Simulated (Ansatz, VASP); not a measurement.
One calculation of P, two programs

```
CELL_PARAMETERS angstrom
-1.69151 2.51517 1.85894
1.69151 -2.51517 1.85894
1.69151 2.51517 -1.85894
ATOMIC_POSITIONS crystal
P 0.69669 0.94669 0.75000
P 0.30331 0.05331 0.25000
```

This isn't the form of P at room conditions, which is orthorhombic.

Alike in both runs: functional PBEsol; k mesh 6 × 6 × 6; occupations fermi-dirac, width 0.05 eV; no spin polarisation.

```csv
,VASP,Ansatz
version,VASP 6.6.1,Ansatz 0.2.0
potentials or method,"VASP PAW PBE potentials, release 64 (P)",Ansatz PAW
plane-wave cutoff (eV),520,420
valence electrons in the cell,10,10
task,single point,projected density of states
```

Ansatz gave:

* gap on the k mesh at the Fermi level (eV): none
* pressure (GPa): -0.5
* largest component of the traceless stress (GPa): 0.56
* rms of the force components (eV/Å): 0.169

Q: Estimate VASP's values.

A: gap on the k mesh at the Fermi level (eV): none; pressure (GPa): -0.5; largest component of the traceless stress (GPa): 0.57; rms of the force components (eV/Å): 0.149.

Atom by atom the forces differ by 0.019 eV/Å (rms over components). A gap of «none» marks a metal or a gap that the smearing closes.

Caveats: the k mesh is coarse (spacing up to 0.42 Å⁻¹), so the values aren't converged; the PAW data sets were made with another functional, which shifts forces and pressure a little (VASP); the PAW data sets come from PBE, with cores solved anew for the run's functional, which leaves a small shift of forces and pressure (Ansatz); the density of states is complete only up to the lowest level of the last band computed (Ansatz).
